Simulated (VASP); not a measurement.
# HfN (P6_3/mmc) in VASP: notebook, part 8 of 8

VASP 6.6.1. The steps go on from the part before.

## Step 95: Equation of state, PBE, 11.17 Å³/atom

INCAR

```
SYSTEM = HfN
PREC = Accurate ; ENCUT = 520
EDIFF = 1E-6 ; ISMEAR = 0
SIGMA = 0.05 ; LREAL = Auto
LASPH = .TRUE. ; NELM = 100
ALGO = Normal ; ISIF = 2
LWAVE = .FALSE. ; LCHARG = .FALSE.
GGA = PE ; ADDGRID = .FALSE.
```

KPOINTS

```
regular mesh
0
G
  7 7 4
  0 0 0
```

POSCAR

```
HfN
1.0
    3.1022502209      0.0000000000      0.0000000000
   -1.5511251105      2.6866275002      0.0000000000
    0.0000000000      0.0000000000      5.3620491535
Hf N
2 2
Direct
    0.3333333333      0.6666666667      0.2500000000
    0.6666666667      0.3333333333      0.7500000000
    0.0000000000      0.0000000000      0.5000000000
    0.0000000000      0.0000000000      0.0000000000
```

The run is started by

```
$ cat potpaw_PBE.64/Hf_pv/POTCAR potpaw_PBE.64/N/POTCAR > POTCAR
$ mpirun -np 1 vasp_std > vasp.out
```

Wall time 39 s (1 thread of Intel Xeon Platinum 8488C (Sapphire Rapids), shared host); peak memory 0.16 GiB.

The run converged, but some of its settings lie outside the range that counts as converged, so its numbers aren't taken as properties of the crystal.

What came out:

```
Free energy            : -43.3094 eV
Pressure               : 13.1 GPa
Band gap on the k mesh : none (metal or under the smearing width)
```

## Step 96: Equation of state, PBE, 11.86 Å³/atom

INCAR is that of step 95.

KPOINTS is that of step 95.

POSCAR

```
HfN
1.0
    3.1649388323      0.0000000000      0.0000000000
   -1.5824694162      2.7409174302      0.0000000000
    0.0000000000      0.0000000000      5.4704025717
Hf N
2 2
Direct
    0.3333333333      0.6666666667      0.2500000000
    0.6666666667      0.3333333333      0.7500000000
    0.0000000000      0.0000000000      0.5000000000
    0.0000000000      0.0000000000      0.0000000000
```

Potentials or basis: VASP PAW PBE potentials, release 64 (Hf_pv, N).

The run is started by

```
$ cat potpaw_PBE.64/Hf_pv/POTCAR potpaw_PBE.64/N/POTCAR > POTCAR
$ mpirun -np 1 vasp_std > vasp.out
```

Wall time 39 s (1 thread of Intel Xeon Platinum 8488C (Sapphire Rapids), shared host); peak memory 0.16 GiB.

These settings aren't checked as converged: the numbers below hold their error.

What came out:

```yaml
Free_energy: -43.3825 eV
Pressure: -3.9 GPa
Band_gap_on_the_k_mesh: none (metal or under the smearing width)
```

## Step 97: Equation of state, PBE, 11.17 Å³/atom

INCAR

```
SYSTEM = HfN
PREC = Accurate ; ENCUT = 520
EDIFF = 1E-4 ; ISMEAR = 0
SIGMA = 0.05 ; LREAL = .FALSE.
LASPH = .TRUE. ; NELM = 100
ALGO = Normal ; ISIF = 2
LWAVE = .FALSE. ; LCHARG = .FALSE.
GGA = PE ; ADDGRID = .FALSE.
```

KPOINTS is that of step 96.

POSCAR

```
HfN
1.0
    3.1022502209      0.0000000000      0.0000000000
   -1.5511251105      2.6866275002      0.0000000000
    0.0000000000      0.0000000000      5.3620491535
Hf N
2 2
Direct
    0.3333333333      0.6666666667      0.2500000000
    0.6666666667      0.3333333333      0.7500000000
    0.0000000000      0.0000000000      0.5000000000
    0.0000000000      0.0000000000      0.0000000000
```

The run is started by

```
$ cat potpaw_PBE.64/Hf_pv/POTCAR potpaw_PBE.64/N/POTCAR > POTCAR
$ mpirun -np 1 vasp_std > vasp.out
```

It took 18 s on 1 thread of Intel Xeon Platinum 8488C (Sapphire Rapids), shared host; peak memory 0.16 GiB.

The run converged, but some of its settings lie outside the range that counts as converged, so its numbers aren't taken as properties of the crystal.

What came out:

* Free energy: -43.3089 eV
* Pressure: 13.1 GPa
* Band gap on the k mesh: none (metal or under the smearing width)

## Step 98: Equation of state, PBE, 11.86 Å³/atom

INCAR is that of step 97.

KPOINTS is that of step 97.

POSCAR

```
HfN
1.0
    3.1649388323      0.0000000000      0.0000000000
   -1.5824694162      2.7409174302      0.0000000000
    0.0000000000      0.0000000000      5.4704025717
Hf N
2 2
Direct
    0.3333333333      0.6666666667      0.2500000000
    0.6666666667      0.3333333333      0.7500000000
    0.0000000000      0.0000000000      0.5000000000
    0.0000000000      0.0000000000      0.0000000000
```

The run is started by

```
$ cat potpaw_PBE.64/Hf_pv/POTCAR potpaw_PBE.64/N/POTCAR > POTCAR
$ mpirun -np 1 vasp_std > vasp.out
```

Wall time 19 s (1 thread of Intel Xeon Platinum 8488C (Sapphire Rapids), shared host); peak memory 0.17 GiB.

The run converged, but some of its settings lie outside the range that counts as converged, so its numbers aren't taken as properties of the crystal.

What came out:

| Item | Value |
| --- | --- |
| Free energy | -43.3819 eV |
| Pressure | -4.0 GPa |
| Band gap on the k mesh | none (metal or under the smearing width) |

## Step 99: Equation of state, PBE, 11.17 Å³/atom

INCAR

```
SYSTEM = HfN
PREC = Accurate ; ENCUT = 460
EDIFF = 1E-6 ; ISMEAR = 0
SIGMA = 0.05 ; LREAL = .FALSE.
LASPH = .TRUE. ; NELM = 100
ALGO = Normal ; ISIF = 2
LWAVE = .FALSE. ; LCHARG = .FALSE.
GGA = PE ; ADDGRID = .FALSE.
```

KPOINTS

```
regular mesh
0
G
  8 8 4
  0 0 0
```

POSCAR

```
HfN
1.0
    3.1022502209      0.0000000000      0.0000000000
   -1.5511251105      2.6866275002      0.0000000000
    0.0000000000      0.0000000000      5.3620491535
Hf N
2 2
Direct
    0.3333333333      0.6666666667      0.2500000000
    0.6666666667      0.3333333333      0.7500000000
    0.0000000000      0.0000000000      0.5000000000
    0.0000000000      0.0000000000      0.0000000000
```

Potentials or basis: VASP PAW PBE potentials, release 64 (Hf_pv, N).

The run is started by

```
$ cat potpaw_PBE.64/Hf_pv/POTCAR potpaw_PBE.64/N/POTCAR > POTCAR
$ mpirun -np 1 vasp_std > vasp.out
```

Run time: 18 s. Hardware: 1 thread of Intel Xeon Platinum 8488C (Sapphire Rapids), shared host; peak memory 0.16 GiB.

These settings aren't checked as converged: the numbers below hold their error.

Results:

- Free energy: -43.2954 eV
- Pressure: 12.8 GPa
- Band gap on the k mesh: none (metal or under the smearing width)

Caveat: the cutoff is under 1.25 times the usual one of these potentials, so pressure, stress and relaxed cells hold a basis-set (Pulay) error.

## Step 100: Equation of state, PBE, 11.86 Å³/atom

INCAR is that of step 99.

KPOINTS is that of step 99.

POSCAR

```
HfN
1.0
    3.1649388323      0.0000000000      0.0000000000
   -1.5824694162      2.7409174302      0.0000000000
    0.0000000000      0.0000000000      5.4704025717
Hf N
2 2
Direct
    0.3333333333      0.6666666667      0.2500000000
    0.6666666667      0.3333333333      0.7500000000
    0.0000000000      0.0000000000      0.5000000000
    0.0000000000      0.0000000000      0.0000000000
```

The run is started by

```
$ cat potpaw_PBE.64/Hf_pv/POTCAR potpaw_PBE.64/N/POTCAR > POTCAR
$ mpirun -np 1 vasp_std > vasp.out
```

Wall time 19 s (1 thread of Intel Xeon Platinum 8488C (Sapphire Rapids), shared host); peak memory 0.16 GiB.

The run converged, but some of its settings lie outside the range that counts as converged, so its numbers aren't taken as properties of the crystal.

What came out:

```
Free energy            : -43.3735 eV
Pressure               : -4.2 GPa
Band gap on the k mesh : none (metal or under the smearing width)
```

Caveat: the cutoff is under 1.25 times the usual one of these potentials, so pressure, stress and relaxed cells hold a basis-set (Pulay) error.

## Step 101: Equation of state, PBE, 11.17 Å³/atom

Changes to INCAR since step 100:

```diff
@@ -1,3 +1,3 @@
 SYSTEM = HfN
-PREC = Accurate ; ENCUT = 460
+PREC = Accurate ; ENCUT = 520
 EDIFF = 1E-6 ; ISMEAR = 0
```

KPOINTS is that of step 100.

POSCAR

```
HfN
1.0
    3.1022502209      0.0000000000      0.0000000000
   -1.5511251105      2.6866275002      0.0000000000
    0.0000000000      0.0000000000      5.3620491535
Hf N
2 2
Direct
    0.3333333333      0.6666666667      0.2500000000
    0.6666666667      0.3333333333      0.7500000000
    0.0000000000      0.0000000000      0.5000000000
    0.0000000000      0.0000000000      0.0000000000
```

The run is started by

```
$ cat potpaw_PBE.64/Hf_pv/POTCAR potpaw_PBE.64/N/POTCAR > POTCAR
$ mpirun -np 1 vasp_std > vasp.out
```

It took 19 s on 1 thread of Intel Xeon Platinum 8488C (Sapphire Rapids), shared host; peak memory 0.16 GiB.

The run converged, but some of its settings lie outside the range that counts as converged, so its numbers aren't taken as properties of the crystal.

What came out:

* Free energy: -43.2912 eV
* Pressure: 13.3 GPa
* Band gap on the k mesh: none (metal or under the smearing width)

## Step 102: Equation of state, PBE, 11.86 Å³/atom

INCAR is that of step 101.

KPOINTS is that of step 101.

POSCAR

```
HfN
1.0
    3.1649388323      0.0000000000      0.0000000000
   -1.5824694162      2.7409174302      0.0000000000
    0.0000000000      0.0000000000      5.4704025717
Hf N
2 2
Direct
    0.3333333333      0.6666666667      0.2500000000
    0.6666666667      0.3333333333      0.7500000000
    0.0000000000      0.0000000000      0.5000000000
    0.0000000000      0.0000000000      0.0000000000
```

Potentials or basis: VASP PAW PBE potentials, release 64 (Hf_pv, N).

The run is started by

```
$ cat potpaw_PBE.64/Hf_pv/POTCAR potpaw_PBE.64/N/POTCAR > POTCAR
$ mpirun -np 1 vasp_std > vasp.out
```

It took 20 s on 1 thread of Intel Xeon Platinum 8488C (Sapphire Rapids), shared host; peak memory 0.17 GiB.

These settings aren't checked as converged: the numbers below hold their error.

What came out:

```yaml
Free_energy: -43.3687 eV
Pressure: -3.7 GPa
Band_gap_on_the_k_mesh: none (metal or under the smearing width)
```

## Step 103: Equation of state, PBE, 11.17 Å³/atom

Changes to INCAR since step 102:

```diff
@@ -1,3 +1,3 @@
 SYSTEM = HfN
-PREC = Accurate ; ENCUT = 520
+PREC = Accurate ; ENCUT = 650
 EDIFF = 1E-6 ; ISMEAR = 0
```

KPOINTS

```
regular mesh
0
G
  7 7 4
  0 0 0
```

POSCAR

```
HfN
1.0
    3.1022502209      0.0000000000      0.0000000000
   -1.5511251105      2.6866275002      0.0000000000
    0.0000000000      0.0000000000      5.3620491535
Hf N
2 2
Direct
    0.3333333333      0.6666666667      0.2500000000
    0.6666666667      0.3333333333      0.7500000000
    0.0000000000      0.0000000000      0.5000000000
    0.0000000000      0.0000000000      0.0000000000
```

The run is started by

```
$ cat potpaw_PBE.64/Hf_pv/POTCAR potpaw_PBE.64/N/POTCAR > POTCAR
$ mpirun -np 1 vasp_std > vasp.out
```

It took 27 s on 1 thread of Intel Xeon Platinum 8488C (Sapphire Rapids), shared host; peak memory 0.19 GiB.

These settings aren't checked as converged: the numbers below hold their error.

What came out:

```
Free energy            : -43.3167 eV
Pressure               : 13.0 GPa
Band gap on the k mesh : none (metal or under the smearing width)
```

## Step 104: Equation of state, PBE, 11.86 Å³/atom

INCAR is that of step 103.

KPOINTS is that of step 103.

POSCAR

```
HfN
1.0
    3.1649388323      0.0000000000      0.0000000000
   -1.5824694162      2.7409174302      0.0000000000
    0.0000000000      0.0000000000      5.4704025717
Hf N
2 2
Direct
    0.3333333333      0.6666666667      0.2500000000
    0.6666666667      0.3333333333      0.7500000000
    0.0000000000      0.0000000000      0.5000000000
    0.0000000000      0.0000000000      0.0000000000
```

The run is started by

```
$ cat potpaw_PBE.64/Hf_pv/POTCAR potpaw_PBE.64/N/POTCAR > POTCAR
$ mpirun -np 1 vasp_std > vasp.out
```

It took 28 s on 1 thread of Intel Xeon Platinum 8488C (Sapphire Rapids), shared host; peak memory 0.19 GiB.

These settings aren't checked as converged: the numbers below hold their error.

Results:

```
Free energy            : -43.3901 eV
Pressure               : -4.1 GPa
Band gap on the k mesh : none (metal or under the smearing width)
```

## Step 105: For comparison

An earlier run on the cell as given: functional PBEsol; potentials or basis VASP PAW PBE potentials, release 64 (Hf_pv, N); cutoff 520 eV; k mesh 10 × 10 × 5; occupations fermi-dirac, width 0.05 eV; no spin polarisation.

- Pressure: -4.5 GPa
- Band gap on the k mesh: none (metal or under the smearing width)
